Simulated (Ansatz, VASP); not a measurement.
# One calculation of InPd, two programs

```
CELL_PARAMETERS angstrom
3.27188 0.00000 0.00000
0.00000 3.27188 0.00000
0.00000 0.00000 3.27188
ATOMIC_POSITIONS crystal
In 0.00000 0.00000 0.00000
Pd 0.50000 0.50000 0.50000
```

The cell comes from a database or a generator and needn't be the stable form of this composition.

Alike in both runs: task single point; functional LDA; k mesh 8 × 8 × 8; occupations gaussian, width 0.02 eV; no spin polarisation.

```csv
,VASP,Ansatz
version,VASP 6.6.1,Ansatz 0.2.0
potentials or method,"VASP PAW LDA potentials, release 64 (In, Pd)",Ansatz PAW
plane-wave cutoff (eV),500,420
valence electrons in the cell,13,31
```

|  | VASP | Ansatz | Ansatz less VASP |
| --- | --- | --- | --- |
| gap on the k mesh at the Fermi level (eV) | none | none | - |
| pressure (GPa) | -6.9 | -6.9 | -0.03 |

A gap of «none» marks a metal or a gap that the smearing closes. The two sets of potentials don't hold the same shells in valence.

Caveats: the PAW data sets come from PBE, with cores solved anew for the run's functional, which leaves a small shift of forces and pressure (Ansatz).
